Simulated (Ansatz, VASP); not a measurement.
# Two plane-wave programs on Pt

Contents of POSCAR:

```
Pt
1.0
   -1.5435809235      1.5435809235      1.5435809235
    1.5435809235     -1.5435809235      1.5435809235
    1.5435809235      1.5435809235     -1.5435809235
Pt
1
Direct
    0.0000000000      0.0000000000      0.0000000000
```

Contents of INCAR.step1:

```
SYSTEM = Pt
PREC     = Accurate       ! precision mode
ENCUT    = 520            ! plane-wave cutoff, eV
ISMEAR   = -1             ! smearing method
SIGMA    = 0.1            ! smearing width, eV
LREAL    = .FALSE.        ! projectors in reciprocal space
LASPH    = .TRUE.         ! aspherical terms in the spheres
NELM     = 100            ! most SCF steps
NBANDS   = 11             ! bands
GGA      = PE             ! functional
ALGO     = Normal         ! electronic algorithm
EDIFF    = 1E-4           ! SCF threshold, eV
LWAVE    = .TRUE.         ! write WAVECAR
LCHARG   = .FALSE.        ! write CHGCAR
```

File INCAR.step2:

```
SYSTEM = Pt
PREC     = Accurate       ! precision mode
ENCUT    = 520            ! plane-wave cutoff, eV
EDIFF    = 1E-6           ! SCF threshold, eV
ISMEAR   = -1             ! smearing method
SIGMA    = 0.1            ! smearing width, eV
LREAL    = .FALSE.        ! projectors in reciprocal space
LASPH    = .TRUE.         ! aspherical terms in the spheres
NELM     = 100            ! most SCF steps
ALGO     = Normal         ! electronic algorithm
ISIF     = 2              ! what is computed and relaxed
LWAVE    = .FALSE.        ! write WAVECAR
LCHARG   = .FALSE.        ! write CHGCAR
METAGGA  = R2SCAN         ! meta-GGA
LMIXTAU  = .TRUE.       
NBANDS   = 11             ! bands
ISTART   = 1
```

The input KPOINTS:

```
regular mesh
0
G
  13 13 13
  0 0 0
```

Input for Ansatz:

```yaml
crystal:
  lattice:
    - [-1.5435809234843703, 1.5435809234843703, 1.5435809234843703]
    - [1.5435809234843703, -1.5435809234843703, 1.5435809234843703]
    - [1.5435809234843703, 1.5435809234843703, -1.5435809234843703]
  atoms:
    - { symbol: Pt, position: [0.0, 0.0, 0.0] }
basis:
  ecutwfc: 600.0
kpoints:
  mp_grid:
    grid: [13, 13, 13]
hamiltonian:
  xc: r2scan
  pseudopotentials:
    kind: paw
scf:
  occupations:
    method: fermi_dirac
    width: 0.1
output:
  stress: true
```

This isn't the form of Pt at room conditions, which is fcc.

Alike in both runs: task single point; functional r2SCAN; k mesh 13 × 13 × 13; occupations fermi-dirac, width 0.1 eV; no spin polarisation.

|  | VASP | Ansatz |
| --- | --- | --- |
| version | VASP 6.6.1 | Ansatz 0.2.0 |
| potentials or method | VASP PAW PBE potentials, release 64 (Pt) | plane waves, PAW |
| plane-wave cutoff (eV) | 520 | 600 |
| valence electrons in the cell | 10 | 18 |

|  | VASP | Ansatz | Ansatz less VASP |
| --- | --- | --- | --- |
| pressure (GPa) | 16.2 | 15.3 | -0.93 |

The two sets of potentials don't hold the same shells in valence.

Caveats: so large a pressure means that the cell lies far from this level's equilibrium, or that cutoff or potentials fall short (VASP); the potentials were made for another functional, which shifts forces and pressure (VASP). The runs have no spin-orbit coupling, so splittings on Pt are missing.
